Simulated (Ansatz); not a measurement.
## Structure types of SiC compared at -0.18 GPa

Structure types of SiC are relaxed in primitive cells with their symmetry kept at -0.18 GPa, on PAW files; LAPW relaxes the small cells further and takes the PAW cell for the others (marked *). The enthalpy is E + pV at zero temperature, without zero-point motion. Only the types listed were tried, and differences under about 5 meV/atom are mesh noise. The real phase may be another.

Computed with Ansatz 0.2.0; functional PBE, scalar-relativistic. Settings: Fermi–Dirac smearing of 0.08 eV, no spin polarisation. Methods: LAPW: all electrons, basis error target 0.5 meV/atom; PAW: frozen-core files, cutoff 420 eV.

k meshes: rocksalt 15×15×15, CsCl 14×14×14, zincblende 15×15×15, wurtzite 12×12×6, NiAs 12×12×7.

Which type is lowest in enthalpy, and by how much?

zincblende, 3 meV/atom below wurtzite, which is within the noise of the k meshes. The whole table:

```json
{"start type": "rocksalt", "ends as": "rocksalt, Fm-3m", "a, b, c (Å)": "4.059, 4.059, 4.059", "V (Å³/atom)": "8.36", "H − H(lowest), LAPW (meV/atom)": "740.1", "same, PAW": "739.3"}
{"start type": "CsCl", "ends as": "CsCl, Pm-3m", "a, b, c (Å)": "2.642, 2.642, 2.642", "V (Å³/atom)": "9.22", "H − H(lowest), LAPW (meV/atom)": "2071.1", "same, PAW": "2072.6"}
{"start type": "zincblende", "ends as": "zincblende, F-43m", "a, b, c (Å)": "4.381, 4.381, 4.381", "V (Å³/atom)": "10.51", "H − H(lowest), LAPW (meV/atom)": "0.0", "same, PAW": "0.0"}
{"start type": "wurtzite*", "ends as": "wurtzite, P6_3mc", "a, b, c (Å)": "3.093, 3.093, 5.076", "V (Å³/atom)": "10.51", "H − H(lowest), LAPW (meV/atom)": "2.9", "same, PAW": "2.9"}
{"start type": "NiAs*", "ends as": "NiAs, P6_3/mmc", "a, b, c (Å)": "2.871, 2.871, 4.761", "V (Å³/atom)": "8.50", "H − H(lowest), LAPW (meV/atom)": "784.4", "same, PAW": "783.7"}
```
